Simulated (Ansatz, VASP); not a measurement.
**Two plane-wave programs on Pt**

```
Pt
1.0
     0.00000    1.96090    1.96090
     1.96090    0.00000    1.96090
     1.96090    1.96090    0.00000
Pt
1
Direct
  0.00000 0.00000 0.00000
```

Alike in both runs: task single point; functional PBE0; k mesh 5 × 5 × 5; occupations fermi-dirac, width 0.05 eV; spin-orbit coupling, no magnetisation.

|  | VASP | Ansatz |
| --- | --- | --- |
| version | VASP 6.6.1 | Ansatz 0.2.0 |
| potentials or method | VASP PAW PBE potentials, release 64 (Pt) | Ansatz PAW |
| plane-wave cutoff (eV) | 520 | 420 |
| valence electrons in the cell | 10 | 18 |

|  | VASP | Ansatz | Ansatz less VASP |
| --- | --- | --- | --- |
| gap on the k mesh at the Fermi level (eV) | none | none | - |
| pressure (GPa) | 7.6 | 7.0 | -0.68 |

A gap of «none» marks a metal or a gap that the smearing closes. The two sets of potentials don't hold the same shells in valence.

Caveats: the k mesh is coarse (spacing up to 0.55 Å⁻¹), so the values aren't converged, least of all with exact exchange; the PAW data sets were made with another functional, which shifts forces and pressure a little (VASP); the PAW data sets come from PBE, with cores solved anew for the run's functional, which leaves a small shift of forces and pressure (Ansatz); the thresholds are loose for stress (Ansatz).
